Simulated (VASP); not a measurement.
Input of a VASP 6.6.1 run:

Contents of INCAR:

```
PREC     = Accurate       # precision mode
ENCUT    = 600            # plane-wave cutoff, eV
EDIFF    = 1E-6           # SCF threshold, eV
ISMEAR   = 0              # smearing method
SIGMA    = 0.03           # smearing width, eV
LREAL    = F              # projectors in reciprocal space
LASPH    = T              # aspherical terms in the spheres
NELM     = 80             # most SCF steps
ALGO     = Normal         # electronic algorithm
ISIF     = 3              # what is computed and relaxed
LWAVE    = F              # write WAVECAR
LCHARG   = F              # write CHGCAR
GGA      = PE             # functional
IBRION   = 2              # ionic algorithm
NSW      = 90             # ionic steps
EDIFFG   = -0.01          # ionic threshold
```

File KPOINTS:

```
Automatic mesh
0
Gamma
  12 12 6
```

Contents of POSCAR:

```
AlN
1.0
    3.1130000000      0.0000000000      0.0000000000
   -1.5565000000      2.6959370820      0.0000000000
    0.0000000000      0.0000000000      4.9810000000
Al N
2 2
Direct
    0.3333333333      0.6666666667      0.0000000000
    0.6666666667      0.3333333333      0.5000000000
    0.3333333333      0.6666666667      0.3800000000
    0.6666666667      0.3333333333      0.8800000000
```

Potentials or basis: VASP PAW PBE potentials, release 64 (Al, N).

Launch:

```sh
$ cat potpaw_PBE.64/Al/POTCAR potpaw_PBE.64/N/POTCAR > POTCAR
$ mpirun -np 1 vasp_std > vasp.out
```

Q: What does it give for the relaxed cell?

A: a = 3.127 Å, b = 3.127 Å, c = 5.018 Å, α = 90.00°, β = 90.00°, γ = 120.00°.

Q: What does it give for the space group after relaxing (to 0.05 Å)?

A: P6_3mc (No. 186).

Stress tensor (GPa, compression positive):
```
 0.07  0.00  0.00
 0.00  0.07  0.00
 0.00  0.00 -0.07
```

PBE usually gives volumes a little too large and moduli too small. Zero-point motion and thermal expansion aren't in these numbers.
